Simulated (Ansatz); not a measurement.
MgO: vibrational free energy, entropy and heat capacity

Method: DFT PBE, scalar-relativistic, plane waves, PAW (Ansatz). Cutoff 420 eV, 12×12×12 k-points (Γ-centred), fixed occupations. No spin polarisation. Phonons by linear response, acoustic sum rule imposed.

Equilibrium structure at this level:
```xyz
2
Lattice="0.0000 2.1269 2.1269 2.1269 0.0000 2.1269 2.1269 2.1269 0.0000" Properties=species:S:1:pos:R:3 pbc="T T T"
Mg    2.1269    2.1269    2.1269
O     0.0000    0.0000    0.0000
```

The cell has the rock salt type, in a space group that the Crystallography Open Database lists for this formula; it was reached from a generator's guess.

Force constants from linear response on a 4×4×4 q mesh, interpolated to a fine mesh.

Phonon density of states, in bins of 10 cm⁻¹:
| bin centre (cm⁻¹) | share of modes (%) |
| --- | --- |
| 5 | 0.0 |
| 15 | 0.0 |
| 25 | 0.0 |
| 35 | 0.0 |
| 45 | 0.0 |
| 55 | 0.0 |
| 65 | 0.1 |
| 75 | 0.1 |
| 85 | 0.1 |
| 95 | 0.1 |
| 105 | 0.1 |
| 115 | 0.2 |
| 125 | 0.2 |
| 135 | 0.3 |
| 145 | 0.3 |
| 155 | 0.4 |
| 165 | 0.5 |
| 175 | 0.5 |
| 185 | 0.6 |
| 195 | 0.8 |
| 205 | 0.9 |
| 215 | 1.1 |
| 225 | 1.3 |
| 235 | 1.6 |
| 245 | 2.0 |
| 255 | 2.8 |
| 265 | 3.5 |
| 275 | 3.9 |
| 285 | 3.6 |
| 295 | 2.5 |
| 305 | 2.0 |
| 315 | 1.8 |
| 325 | 1.6 |
| 335 | 1.5 |
| 345 | 3.4 |
| 355 | 4.7 |
| 365 | 4.5 |
| 375 | 4.7 |
| 385 | 5.6 |
| 395 | 6.1 |
| 405 | 5.4 |
| 415 | 4.3 |
| 425 | 1.7 |
| 435 | 1.6 |
| 445 | 1.7 |
| 455 | 2.1 |
| 465 | 1.6 |
| 475 | 0.8 |
| 485 | 0.6 |
| 495 | 1.0 |
| 505 | 1.4 |
| 515 | 1.8 |
| 525 | 1.9 |
| 535 | 1.5 |
| 545 | 1.4 |
| 555 | 1.1 |
| 565 | 1.0 |
| 575 | 0.9 |
| 585 | 0.8 |
| 595 | 0.7 |
| 605 | 0.7 |
| 615 | 0.6 |
| 625 | 0.5 |
| 635 | 0.5 |
| 645 | 0.4 |
| 655 | 0.3 |
| 665 | 0.3 |
| 675 | 0.1 |

(1) Give the zero-point energy per atom.

(2) How large are the vibrational entropy and heat capacity at 300 K?

(3) Tabulate them against temperature.

## Answers

(1) 70.0 meV.

(2) S = 1.77 k_B and C_V = 2.28 k_B per atom, 76 % of the Dulong–Petit value.

(3)
```tsv
T (K)	F_vib (meV/atom)	S (k_B/atom)	C_V (k_B/atom)
100	69.6	0.19	0.55
200	64.9	0.95	1.70
300	53.1	1.77	2.28
400	34.7	2.47	2.56
500	10.8	3.06	2.71
600	-17.7	3.56	2.79
700	-50.3	3.99	2.84
800	-86.4	4.38	2.88
900	-125.6	4.72	2.90
1000	-167.6	5.02	2.92
```
